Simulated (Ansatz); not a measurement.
# GaSb (rocksalt type): the cost of one run

Method: DFT PBEsol, with the methods named in each step, in Ansatz 0.2.0.

## (1) Starting point

It takes space group Fm-3m (No. 225, cubic). The conventional cell has a = 5.443 Å, b = 5.443 Å, c = 5.443 Å, α = 90.00°, β = 90.00°, γ = 90.00°. Ga (site symmetry m-3m) is surrounded by 6 Sb at 2.72 Å. Sb (site symmetry m-3m) has 6 Ga at 2.72 Å as nearest neighbours.

Structure file:

```
CELL_PARAMETERS angstrom
0.00000 2.72161 2.72161
2.72161 0.00000 2.72161
2.72161 2.72161 0.00000
ATOMIC_POSITIONS crystal
Ga 0.00000 0.00000 0.00000
Sb 0.50000 0.50000 0.50000
```

Whether this phase is the stable one at these pressures isn't tested.

Atoms are numbered in the order of the input: Ga1, Sb2.

## (2) Cell relaxed at zero pressure, PAW

Input file input.yaml:

```yaml
crystal:
  lattice:
    - [0.0, 2.7216090333, 2.7216090333]
    - [2.7216090333, 0.0, 2.7216090333]
    - [2.7216090333, 2.7216090333, 0.0]
  atoms:
    - { symbol: Ga, position: [0.0, 0.0, 0.0] }
    - { symbol: Sb, position: [0.5, 0.5, 0.5] }
kpoints:
  mp_grid: { grid: [13, 13, 13] }
scf:
  occupations: { method: fermi_dirac, width: 0.08 }
hamiltonian:
  xc: pbesol
  pseudopotentials: { kind: paw }
output:
  forces: true
  stress: true
relax:
  f_tol: 0.005
  max_steps: 40
  cell: {}
```

Run with:

```
$ ansatz run input.yaml --threads 1 --pin off --max-ram 2048MiB --backend cpu --events-out ev --progress --plain --runs-dir out
```

What time and memory should one allow on 1 thread of Intel Xeon Platinum 8488C (Sapphire Rapids), shared host?

About 13 s, with a peak of 0.41 GiB.
